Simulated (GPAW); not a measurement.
Write an ASE script for GPAW 26.7.0 that does the following.

```yaml
Task: single point
Functional: PBE
Potentials_or_basis: GPAW PAW data sets (gpaw-data 1.2.1)
Cutoff: 500 eV
Basis: pw
k_mesh: 7 × 7 × 4
Occupations: fermi-dirac, width 0.05 eV
Spin: no spin polarisation
Maxiter: 120
Convergence: default
```

The structure of TiTe2 lies in TiTe2.xyz:

```xyz
3
Lattice="3.7770000000 0.0000000000 0.0000000000 -1.8885000000 3.2709779501 0.0000000000 0.0000000000 0.0000000000 6.4980000000" Properties=species:S:1:pos:R:3 pbc="T T T"
Te    -0.0000000002      2.1806519668      4.7903256000
Te     1.8885000002      1.0903259833      1.7076744000
Ti     0.0000000000      0.0000000000      0.0000000000
```

One way to write it, as run:

run.py

```python
from ase.dft.bandgap import bandgap
from ase.io import read, write
from ase.units import GPa
from gpaw import GPAW, PW

atoms = read('TiTe2.xyz')

calc = GPAW(mode=PW(500),
            xc='PBE',
            kpts={'size': (7, 7, 4), 'gamma': True},
            occupations={'name': 'fermi-dirac', 'width': 0.05},
            nbands=24,
            maxiter=120,
            txt='gpaw.txt')
atoms.calc = calc
energy = atoms.get_potential_energy()
forces = atoms.get_forces()
stress = atoms.get_stress()
calc.write('gs.gpw')
write('result.traj', atoms)
print(f'Energy: {energy:.6f} eV')
print('Forces (eV/A):')
print(forces.round(4))
print('Stress (GPa):', (stress / GPa).round(3))
print('Fermi level:', round(calc.get_fermi_level(), 4), 'eV')
print(f'Gap: {bandgap(calc)[0]:.4f} eV, direct: {bandgap(calc, direct=True)[0]:.4f} eV')
```

Potentials or basis: GPAW PAW data sets (gpaw-data 1.2.1), pw.

Command:

```sh
$ OMP_NUM_THREADS=1 python run.py
```

It gave:

```yaml
Pressure: 0.6 GPa
Largest_force: 0.013 eV/Å
Band_gap_on_the_k_mesh: none (metal or under the smearing width)
```

Caveat: the cutoff is short for stress and forces, so pressures can be off by a GPa or more; this functional lacks dispersion, which binds the layers, so the pressure and a relaxed spacing across them are unreliable.

It took 15 s on 1 thread of INTEL(R) XEON(R) PLATINUM 8581C CPU @ 2.30GHz (Emerald Rapids), on a shared host, peak memory 0.18 GiB.
